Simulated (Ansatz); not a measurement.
# Cu: other elements on the same sites

The task here is to estimate one member of a computed series from the others.

Program: Ansatz 0.2.0. Level of theory: DFT r2SCAN, scalar-relativistic, plane waves, PAW. These are calculated values, not measurements.

1 further run of the same task is left out (set aside as unsound or not needed).

### Starting point

It takes space group I4/mmm (No. 139, tetragonal). Conventional cell: a = 2.895 Å, b = 2.895 Å, c = 2.739 Å, α = 90.00°, β = 90.00°, γ = 90.00°. Cu (site symmetry 4/mmm) is surrounded by 10 Cu at 2.46 to 2.74 Å.

As a file:

```cif
data_structure
_symmetry_space_group_name_H-M 'P 1'
_symmetry_Int_Tables_number 1
_cell_length_a 2.4631
_cell_length_b 2.4631
_cell_length_c 2.4631
_cell_angle_alpha 108.003
_cell_angle_beta 108.003
_cell_angle_gamma 112.449
_cell_volume 11.48
loop_
_atom_site_label
_atom_site_type_symbol
_atom_site_fract_x
_atom_site_fract_y
_atom_site_fract_z
_atom_site_occupancy
Cu1 Cu 0.00000 0.00000 0.00000 1
```

It goes back to an entry of the Materials Project, which need not be the stable form.

It is the result of an earlier relaxation at this level (volume 11.48 Å³/atom; gap on the mesh: none (metal)).

Set-up of the first run:

input.yaml reads:

```yaml
crystal:
  lattice:
    - [-1.5428202178, 1.5428202178, 1.4592929085]
    - [1.5428202178, -1.5428202178, 1.4592929085]
    - [1.5428202178, 1.5428202178, -1.4592929085]
  atoms:
    - { symbol: Ag, position: [0.0, 0.0, 0.0] }
basis:
  ecutwfc: 500
kpoints:
  mp_grid: { grid: [8, 8, 8] }
hamiltonian:
  xc: r2scan
scf:
  occupations: { method: gaussian, width: 0.1 }
output:
  forces: true
  stress: true
  eigenvalues: true
```

Launch:

```bash
> ansatz run input.yaml --threads 1 --pin off --max-ram 2560MiB --backend cpu --events-out ev --progress --plain --runs-dir out
```

Steps of the session up to this table: Quick check of gap, pressure and forces (Ag); Rough relaxation on the coarse mesh (Ag); The relaxation (Ag); Quick check of gap, pressure and forces (Ba); Coarse relaxation (Ba); Full relaxation (Ba).

One of the session's tables, all rows but one given; the rest of the session is left out.

Lengths are those of the vectors of the cell that was run:

| swap | volume (Å³/atom) | a (Å) | b (Å) | c (Å) | moment (μB/cell) |
| --- | --- | --- | --- | --- | --- |
| none | 11.48 | 2.463 | 2.463 | 2.463 | 0.00 |
| Cu → Co | 10.95 | 2.423 | 2.423 | 2.423 | 1.92 |
| Cu → Ni | ? | ? | ? | ? | ? |
| Cu → Ag | 17.44 | 2.838 | 2.838 | 2.838 | 0.00 |
| Cu → Ba | 65.26 | 4.393 | 4.393 | 4.393 | 0.00 |

Estimate the missing values for Cu → Ni.

**Answer.** volume (Å³/atom): 10.62; a (Å): 2.411; b (Å): 2.411; c (Å): 2.411; moment (μB/cell): 0.68. In the column «volume (Å³/atom)» it is the lowest.

Lengths are those of the computed cell. Rows of earlier swaps come from the sessions before.
